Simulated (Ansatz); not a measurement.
# As in Ru(0001), 2x2: scattering by a point defect, part 3 of 3

Wanted: the reflection from a plane of defects, As in Ru(0001), 2x2, and the resistivity it implies.

Ansatz 0.2.0; Ansatz plane-wave DFT, PBE, PAW files; ballistic transport by layer matching (Landauer), zero bias; PAW set soft_1 (the session's first sound run).

So far, resistivity per at.% scaled from this dense plane, with the factor 3/4 for isotropic scattering (µΩ cm): step 3 (resistance at ideal sites) 5.94.

## (5) Transmission after relaxation, relaxed yes

The transmission is solved again on the relaxed atoms.

This step: Ansatz plane-wave DFT, PBE, PAW files; ballistic transport by layer matching (Landauer), zero bias; PAW set soft_1 (Ansatz 0.2.0).

The input, input.yaml:

```yaml
crystal:
  lattice:
    - [5.4116, 0.0, 0.0]
    - [-2.7058, 4.6865830751, 0.0]
    - [0.0, 0.0, 34.2552]
  atoms:
    - { symbol: Ru, position: [0.1666666667, 0.3333333333, 0.03125] }
    - { symbol: Ru, position: [0.1666666667, 0.8333333333, 0.03125] }
    - { symbol: Ru, position: [0.6666666667, 0.3333333333, 0.03125] }
    - { symbol: Ru, position: [0.6666666667, 0.8333333333, 0.03125] }
    - { symbol: Ru, position: [0.3333333333, 0.1666666667, 0.09375] }
    - { symbol: Ru, position: [0.3333333333, 0.6666666667, 0.09375] }
    - { symbol: Ru, position: [0.8333333333, 0.1666666667, 0.09375] }
    - { symbol: Ru, position: [0.8333333333, 0.6666666667, 0.09375] }
    - { symbol: Ru, position: [0.1666666667, 0.3333333333, 0.15625] }
    - { symbol: Ru, position: [0.1666666667, 0.8333333333, 0.15625] }
    - { symbol: Ru, position: [0.6666666667, 0.3333333333, 0.15625] }
    - { symbol: Ru, position: [0.6666666667, 0.8333333333, 0.15625] }
    - { symbol: Ru, position: [0.3333333333, 0.1666666667, 0.21875] }
    - { symbol: Ru, position: [0.3333333333, 0.6666666667, 0.21875] }
    - { symbol: Ru, position: [0.8333333333, 0.1666666667, 0.21875] }
    - { symbol: Ru, position: [0.8333333333, 0.6666666667, 0.21875] }
    - { symbol: Ru, position: [0.1666666667, 0.3333333333, 0.28125] }
    - { symbol: Ru, position: [0.1666666667, 0.8333333333, 0.28125] }
    - { symbol: Ru, position: [0.6666666667, 0.3333333333, 0.28125] }
    - { symbol: Ru, position: [0.6666666667, 0.8333333333, 0.28125] }
    - { symbol: Ru, position: [0.3330879362, 0.1669120638, 0.343490136] }
    - { symbol: Ru, position: [0.3330879362, 0.6661758724, 0.343490136] }
    - { symbol: Ru, position: [0.8338241276, 0.1669120638, 0.343490136] }
    - { symbol: Ru, position: [0.8333333333, 0.6666666667, 0.3439962526] }
    - { symbol: Ru, position: [0.1666666667, 0.3333333333, 0.4062617523] }
    - { symbol: Ru, position: [0.1659581698, 0.8329790849, 0.4058491961] }
    - { symbol: Ru, position: [0.6670209151, 0.3340418302, 0.4058491961] }
    - { symbol: Ru, position: [0.6670209151, 0.8329790849, 0.4058491961] }
    - { symbol: Ru, position: [0.3336379549, 0.1663620451, 0.467882677] }
    - { symbol: Ru, position: [0.3336379549, 0.6672759097, 0.467882677] }
    - { symbol: Ru, position: [0.8327240903, 0.1663620451, 0.467882677] }
    - { symbol: Ru, position: [0.8333333333, 0.6666666667, 0.4683132845] }
    - { symbol: As, position: [0.1666666667, 0.3333333333, 0.5312090583] }
    - { symbol: Ru, position: [0.1615808787, 0.8307904394, 0.5311947967] }
    - { symbol: Ru, position: [0.6692095606, 0.3384191213, 0.5311947967] }
    - { symbol: Ru, position: [0.6692095606, 0.8307904394, 0.5311947967] }
    - { symbol: Ru, position: [0.3336644064, 0.1663355936, 0.5945289511] }
    - { symbol: Ru, position: [0.3336644064, 0.6673288129, 0.5945289511] }
    - { symbol: Ru, position: [0.8326711871, 0.1663355936, 0.5945289511] }
    - { symbol: Ru, position: [0.8333333333, 0.6666666667, 0.594089152] }
    - { symbol: Ru, position: [0.1666666667, 0.3333333333, 0.656126799] }
    - { symbol: Ru, position: [0.1655443965, 0.8327721983, 0.6565633092] }
    - { symbol: Ru, position: [0.6672278017, 0.3344556035, 0.6565633092] }
    - { symbol: Ru, position: [0.6672278017, 0.8327721983, 0.6565633092] }
    - { symbol: Ru, position: [0.3333333333, 0.1666666667, 0.71875] }
    - { symbol: Ru, position: [0.3333333333, 0.6666666667, 0.71875] }
    - { symbol: Ru, position: [0.8333333333, 0.1666666667, 0.71875] }
    - { symbol: Ru, position: [0.8333333333, 0.6666666667, 0.71875] }
    - { symbol: Ru, position: [0.1666666667, 0.3333333333, 0.78125] }
    - { symbol: Ru, position: [0.1666666667, 0.8333333333, 0.78125] }
    - { symbol: Ru, position: [0.6666666667, 0.3333333333, 0.78125] }
    - { symbol: Ru, position: [0.6666666667, 0.8333333333, 0.78125] }
    - { symbol: Ru, position: [0.3333333333, 0.1666666667, 0.84375] }
    - { symbol: Ru, position: [0.3333333333, 0.6666666667, 0.84375] }
    - { symbol: Ru, position: [0.8333333333, 0.1666666667, 0.84375] }
    - { symbol: Ru, position: [0.8333333333, 0.6666666667, 0.84375] }
    - { symbol: Ru, position: [0.1666666667, 0.3333333333, 0.90625] }
    - { symbol: Ru, position: [0.1666666667, 0.8333333333, 0.90625] }
    - { symbol: Ru, position: [0.6666666667, 0.3333333333, 0.90625] }
    - { symbol: Ru, position: [0.6666666667, 0.8333333333, 0.90625] }
    - { symbol: Ru, position: [0.3333333333, 0.1666666667, 0.96875] }
    - { symbol: Ru, position: [0.3333333333, 0.6666666667, 0.96875] }
    - { symbol: Ru, position: [0.8333333333, 0.1666666667, 0.96875] }
    - { symbol: Ru, position: [0.8333333333, 0.6666666667, 0.96875] }
kpoints:
  mp_grid: { grid: [5, 5, 1] }
hamiltonian:
  xc: pbe
  pseudopotentials: { kind: paw, azcp: { folder: soft_1 } }
scf:
  occupations: { method: fermi_dirac, width: 0.1 }
output:
  transmission:
    leads: [[0, 8]]
    kmesh: [10, 10]
    e_range: [-0.05, 0.05]
    de: 0.05
  write_potential: true
  write_density: true
  volumetric_format: npy
```

Launch:

```sh
$ ansatz run input.yaml --threads 4 --pin off --max-ram 15360MiB --backend cpu --events-out ev --progress --plain --runs-dir out
```

Numbers of over 12 decimals in the logs are rounded to 6 here.

Output:

```text
[...]
Crystal: 64 atoms, lattice volume = 868.777 Å³
Basis set: ecut = 420 eV, 16909 PW (Γ)
Bands: 614, of which v1, the nominal top of the filled ones, is band 512 counted from 1 (511 counted from 0)
Symmetry: 6 space group operations
[...]
k-points: 5 of 25 (time reversal used)
[...]
SCF iter   1: F=—  HF=-375254.497675 eV  |F-HF|=—  |Δ(HF+E_count)|=         —  Δρ=1.21e-1  dr2=2.14e2  ethr=3.10e-3  ⟨swp⟩=5.0  Hψ=9733  notcnv=0  defer=2
[...]
SCF iter  10: F=-375215.801501 eV  HF=-375215.801501 eV  |F-HF|=1.65e-8  |Δ(HF+E_count)|=   6.93e-9  Δρ=1.55e-6  dr2=2.82e-8  ethr=9.78e-12  ⟨swp⟩=7.4  Hψ=9292  notcnv=0
SCF 1 converged in 10 iterations: F = -375215.801501 eV  dr2 = 2.82e-8
[...]
transmission: 89 of 882 steps passed
transmission: 179 of 882 steps passed
[...]
transmission: 882 of 882 steps passed
SCF converged after 10 iterations
Free energy (F): -375215.801501 eV
[...]
Internal energy: -375213.708797 eV  (E = F + TS)
E sigma→0 (E₀):  -375214.755149 eV
Entropy (-TS):   -2.092704 eV (-32.698 meV/atom)
Fermi energy:    23.288073 eV
[...]
--- Band table (eV; the first three rows and the last of 5) ---
  k-point 0: bands = [... 508 lower, 24.0349, 24.0495, 24.0658, 24.0658, 24.0921, 24.1502, 24.1502, 24.2249, ... 98 higher]
  k-point 1: bands = [... 508 lower, 23.5583, 23.6054, 23.7785, 23.7905, 23.8144, 23.8231, 23.8266, 23.8370, ... 98 higher]
  k-point 2: bands = [... 508 lower, 23.0154, 23.0406, 23.0753, 23.1226, 23.1239, 23.2361, 23.2432, 23.3282, ... 98 higher]
  k-point 4: bands = [... 508 lower, 22.9215, 22.9456, 22.9760, 23.0356, 23.1612, 23.1848, 23.2488, 23.2838, ... 98 higher]
--- Transmission ---
  basis      : 223 plane waves across, 63 finite elements along
  points     : 14, standing for a mesh of 10 x 10
[...]
channels       : 5.280000e0 a spin
[...]
junction   : crystal 0 to crystal 0, 1.44 to 31.42 Å
    transmission   : 3.109692e0 a spin
[...]
```

Run time: 2.1 min. Hardware: 4 threads of Intel Xeon Platinum 8488C (Sapphire Rapids), shared host; peak memory 8.3 GiB.

Numbers from this step:

```yaml
free_energy: -375215.8015 eV
energy_at_zero_smearing: -375214.7551 eV
transmission_per_spin_nearest_the_fermi_level: 3.110
open_channels_per_spin_nearest_the_fermi_level: 5.28
step_of_the_lead_s_potential: 2.6 meV
```

Per spin. Table of transmission, zone mean by energy, zero at the Fermi level:

| energy (eV) | transmission, zone mean |
| --- | --- |
| -0.0500 | 3.10 |
| 0.0000 | 3.11 |
| 0.0500 | 3.28 |

Transmission over k1 and k2. At 0.0000 eV from the Fermi level.

Ten even steps from '0' (0.77) to '9' (8.11):
```
2322232000
1222222100
1224642210
2226996222
4324999423
2222699622
1012246422
1001222222
2000232223
4211242112
```
Columns: k1 (b1) from -0.5 to 0.4; rows upwards: k2 (b2) from -0.5 to 0.4.

Over the solved energies the transmission per spin lies between 3.10 and 3.28, out of 5.48 channels of the lead on average (up to 6).

## (6) Resistance after relaxation

This step: Ansatz plane-wave DFT, PBE, PAW files; ballistic transport by layer matching (Landauer), zero bias; area resistance of the defect plane and resistivity an atomic per cent; PAW set soft_1 (Ansatz 0.2.0).

This step gave:

- area resistance: 0.4372 fΩ m²
- T over the leads' mean channel count: 0.5774
- resistivity per at.% scaled from this dense plane, with the factor 3/4 for isotropic scattering: 6.126 µΩ cm

Averaged over the energies near the Fermi level, 57.7 % of the channels pass, which makes 0.437 fΩ m², against 0.424 on ideal sites.

## (7) What came out

```
share of channels that pass, rigid                                : 0.568
area resistance, rigid                                            : 0.424 fΩ m²
resistivity per at.% from the area resistance, times 3/4, rigid   : 5.94 µΩ cm
share of channels that pass, relaxed                              : 0.577
area resistance, relaxed                                          : 0.437 fΩ m²
resistivity per at.% from the area resistance, times 3/4, relaxed : 6.13 µΩ cm
```

The plane of defects adds 0.44 fΩ m². Scaled to one atomic per cent that is 8.2 µΩ cm as it stands and 6.1 with the factor 3/4 for isotropic scattering on a spherical Fermi surface; with the reflection in place of the resistance taken as linear in the density it would be 3.5. These are rough estimates of the dilute value, not bounds. One As in each 2x2 cell reflects 42 % of the lead's channels. The relaxed cell differs by 3.1 % in resistance; between the two runs the lead's own channel count goes from 5.86 to 5.48, so sampling may have a part in it. The defects form a dense periodic sheet that scatters coherently, unlike a dilute random alloy. T and N are means over the solved energies nearest the Fermi level.

[Logs are printed without paths, hosts, clocks, repeated set-up lines and the standing remarks that a program may print on its own settings, such as how far it seeks lower states.]

[Hosts, paths, dates, database ids (printed as entryN), source tags and the programs' standing remarks are cut or masked in the printed files.]
